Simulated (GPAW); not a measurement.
The system is BaS.

```xyz
2
Lattice="0.0000 3.1938 3.1938 3.1938 0.0000 3.1938 3.1938 3.1938 0.0000" Properties=species:S:1:pos:R:3 pbc="T T T"
Ba    0.0000    0.0000    0.0000
S     3.1938    3.1938    3.1938
```

Base run:

| Quantity | Value |
| --- | --- |
| Program | GPAW 26.7.0 |
| Functional | LDA |
| Potentials or basis | the program's PAW data sets (release 1.2.1) made for this functional |
| Cutoff | 600 eV |
| Basis | pw |
| k mesh | 7 × 7 × 7 |
| Occupations | fermi-dirac, width 0.05 eV |
| Spin | spin-orbit coupling, no magnetisation |

Its results: band gap on the k mesh 1.94 eV, indirect (least direct gap 2.04 eV); pressure -2.1 GPa.

Q: The run is repeated on the same cell with these changes: functional from LDA to revPBE; band points from 100 to 80. What comes out?

A: Band gap on the k mesh 2.25 eV, indirect (least direct gap 2.34 eV); pressure 2.4 GPa.

Caveats: spin-orbit coupling was added after a scalar SCF, so levels and gaps hold it while energy, forces, pressure and moments don't; this program's spin-orbit splittings come out too wide for heavy elements.

A k mesh can miss the band edges.
